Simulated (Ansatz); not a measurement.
The calculation used DFT PBE, scalar-relativistic, plane waves, PAW (Ansatz). All cells share a 420 eV cutoff and Γ-centred k meshes spaced at most about 0.3 Å⁻¹ (about 0.25 or finer for metals, 2π included). No spin polarisation.

Temperature and zero-point effects are left out.

Two relaxed structures of Hf2SiO4:

A.

```cif
data_structure
_symmetry_space_group_name_H-M 'P-3m1'
_symmetry_Int_Tables_number 164
_cell_length_a 3.2072
_cell_length_b 3.2072
_cell_length_c 16.4288
_cell_angle_alpha 90.000
_cell_angle_beta 90.000
_cell_angle_gamma 120.000
_cell_volume 146.35
loop_
_atom_site_label
_atom_site_type_symbol
_atom_site_symmetry_multiplicity
_atom_site_Wyckoff_symbol
_atom_site_fract_x
_atom_site_fract_y
_atom_site_fract_z
_atom_site_occupancy
Hf1 Hf 2 c 0.00000 0.00000 0.67111 1
Si1 Si 1 a 0.00000 0.00000 0.00000 1
O1 O 2 d 0.33333 0.66667 0.61078 1
O2 O 2 d 0.66667 0.33333 0.73143 1
```

B.

```cif
data_structure
_symmetry_space_group_name_H-M 'C2/m'
_symmetry_Int_Tables_number 12
_cell_length_a 10.9871
_cell_length_b 3.3779
_cell_length_c 5.9268
_cell_angle_alpha 90.000
_cell_angle_beta 102.674
_cell_angle_gamma 90.000
_cell_volume 214.61
loop_
_atom_site_label
_atom_site_type_symbol
_atom_site_symmetry_multiplicity
_atom_site_Wyckoff_symbol
_atom_site_fract_x
_atom_site_fract_y
_atom_site_fract_z
_atom_site_occupancy
Hf1 Hf 4 i 0.76747 0.00000 0.74892 1
Si1 Si 2 a 0.00000 0.00000 0.00000 1
O1 O 4 i 0.81409 0.00000 0.41194 1
O2 O 4 i 0.64797 0.00000 0.98481 1
```

**Question.** Which form is favoured at zero pressure, and by what margin per atom?

**Answer.** A is lower, by 125 meV/atom. A has space group P-3m1 (No. 164), 20.9 Å³/atom and no gap on its mesh; B has space group C2/m (No. 12), 15.3 Å³/atom and a gap of 0.75 eV. Counting O atoms around Hf and Si (those within 1.25 times the shortest such distance or 1.15 times the sum of covalent radii, 1.27 where that leaves under three; a plus sign parts nearer from farther groups; the shortest distance is added where it exceeds 1.18 times the sum of covalent radii), A has Hf 6, Si 6+6 from 4.8 Å and B has Hf 6, Si 4 from 2.4 Å. In A, Hf has 6 O at 2.10 Å and 6 Hf at 3.21 Å; Si has 6 Si at 3.21 Å (long against the sum of covalent radii); O on its first site is surrounded by 3 Hf at 2.10 Å; 1 more site not described. In B, Hf is surrounded by 4 O at 2.05–2.17 Å, 2 O at 2.36 Å and 1 Si at 2.66 Å; Si has 4 O at 2.36 Å and 2 Hf at 2.66 Å; O on its first site is surrounded by 3 Hf at 2.05–2.17 Å; 1 more site not described. Both come from invented guesses.

Weakly bound directions are ill-defined at this level, which has no dispersion term (P-3m1), and this can change margins and order among such cells. Spin–orbit coupling, which can matter for Hf, is left out. Kohn–Sham gaps at this level usually fall short of measured ones. Cells relaxed within their symmetry can be saddle points.
